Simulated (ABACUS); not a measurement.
Crystal: Ta2N.

```
CELL_PARAMETERS angstrom
3.11286 0.00000 0.00000
-1.55643 2.69582 0.00000
0.00000 0.00000 4.86984
ATOMIC_POSITIONS crystal
Ta 0.33333 0.66667 0.25471
Ta 0.66667 0.33333 0.74529
N 0.00000 0.00000 0.00000
```

The cell comes from a database or a generator and needn't be the stable form of this composition.

| Property | Result |
| --- | --- |
| Program | ABACUS 3.10.1 |
| Task | single point |
| Functional | PBE |
| Potentials or basis | PseudoDojo NC SR 0.4.1 PBE standard |
| Cutoff | 1143 eV |
| Density cutoff | 4572 eV |
| Basis | plane waves |
| k mesh | 10 × 10 × 6 |
| Occupations | fermi-dirac, width 0.05 eV |
| Spin | no spin polarisation |

On this cell: pressure -1.4 GPa; largest force 0.008 eV/Å; band gap on the k mesh none (metal or under the smearing width).

The same run follows on a disturbed copy (atoms moved at random, drawn with an rms of 0.05 Å):

```xyz
3
Lattice="3.1129 0.0000 0.0000 -1.5564 2.6958 0.0000 0.0000 0.0000 4.8698" Properties=species:S:1:pos:R:3 pbc="T T T"
Ta   -0.0066    1.7615    1.2238
Ta    1.6174    0.9226    3.6193
N    -0.0143    0.0159    0.0193
```

Question: What does the disturbed cell give?

Answer: The energy (extrapolated to zero smearing) moves by +10.1 meV/atom; pressure -0.7 GPa; largest force 0.763 eV/Å; band gap on the k mesh none (metal or under the smearing width).

Forces on the atoms (eV/Å):
```
Ta  -0.051  0.361  0.343
Ta  -0.431  0.007  0.118
N    0.483 -0.368 -0.462
```

Stress tensor (GPa, compression positive):
```
-1.04  0.13  0.95
 0.13 -0.90  1.14
 0.95  1.14 -0.03
```

Caveats: there are fewer bands than atomic start orbitals, so a level may be missed at k points of high symmetry.
